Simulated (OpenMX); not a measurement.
Runs of OpenMX 3.8.5 on AlRu. Symmetry: Pm-3m, No. 221, cubic system. The conventional cell has a = 2.992 Å, b = 2.992 Å, c = 2.992 Å, α = 90.00°, β = 90.00°, γ = 90.00°. Around Ru (site symmetry m-3m) lie 8 Al at 2.59 Å. Al (site symmetry m-3m) is surrounded by 8 Ru at 2.59 Å. 

```csv
task,level,potentials or basis,cell,k mesh,max SCF cycles,"grid points, held for all volumes",gap on the mesh (eV),pressure (GPa)
single point,PBE+D3(BJ),"OpenMX 2013 PBE set, Ru7.0-s3p2d2, Al7.0-s2p2d1, grid cutoff 400 Ry",as given,7 × 7 × 7,100,-,none,-2.3
single point,PBE,"OpenMX 2013 PBE set, Ru7.0-s3p2d2, Al7.0-s2p2d1, grid cutoff 400 Ry",as given,9 × 9 × 9,100,-,none,(a)
single point,PBE+D4,"OpenMX 2013 PBE set, Ru7.0-s3p2d2, Al7.0-s2p2d1, grid cutoff 400 Ry",as given,7 × 7 × 7,100,-,none,-1.3
single point,PBE,"OpenMX 2013 PBE set, Ru7.0-s3p2d2, Al7.0-s2p2d1, grid cutoff 400 Ry","atoms moved at random, drawn with an rms of 0.05 Å",9 × 9 × 9,100,-,none,4.7
single point,PBE,"OpenMX 2013 PBE set, Ru7.0-s3p2d2, Al7.0-s2p2d1, grid cutoff 400 Ry",as given,7 × 7 × 7,100,-,none,4.2
single point,PBE+D3,"OpenMX 2013 PBE set, Ru7.0-s3p2d2, Al7.0-s2p2d1, grid cutoff 400 Ry",as given,7 × 7 × 7,100,-,none,-2.3
```

Alike in all rows: no spin polarisation; smearing fermi-dirac 0.05 eV.

**Question.** Estimate the missing entries.

**Answer.** (a) 4.0.

Caveats: the basis of atomic orbitals isn't converged, which shifts pressures, moduli and gaps; pairwise dispersion overbinds metals, which lowers pressure and volume (some runs).

A k mesh can miss the band edges, and the runs leave out spin-orbit coupling on Ru.

A gap of «none» marks a metal or a gap under the smearing width.
